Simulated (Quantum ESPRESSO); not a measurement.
CoO in Quantum ESPRESSO: the effect of start occupations

CoO:

```
CELL_PARAMETERS angstrom
3.31118 0.00000 0.00000
-1.65559 2.86757 0.00000
0.00000 0.00000 5.42295
ATOMIC_POSITIONS crystal
Co 0.66667 0.33333 0.00000
Co 0.33333 0.66667 0.50000
O 0.66667 0.33333 0.62520
O 0.33333 0.66667 0.12520
```

Measurements of this composition are mostly on another form, of space group No. 225.

Alike in all runs:

- Program: Quantum ESPRESSO 7.5
- Task: single point
- Functional: LDA
- Potentials or basis: GBRV 1.5 LDA
- Cutoff: 762 eV
- Density cutoff: 6095 eV
- k mesh: 4 × 4 × 2
- Occupations: gaussian, width 0.05 eV
- Spin: collinear spin, ferromagnetic start
- Starting moments: [3.0, 3.0, 0.0, 0.0] μB
- Fixed moment: 6 μB
- Hubbard terms: Co d U = 3 eV

| start occupations | largest force (eV/Å) |
| --- | --- |
| atomic | 0.10 |
| crystal_field | 0.11 |
| random2 | 0.26 |
| random3 | 0.11 |
| random4 | ? |
| random6 | 0.26 |

Task: What does the run with start occupations random4 give?

Result: Largest force 0.12 eV/Å.

Caveats: all runs use coarse meshes; the total moment is fixed, so each spin has its own Fermi level.
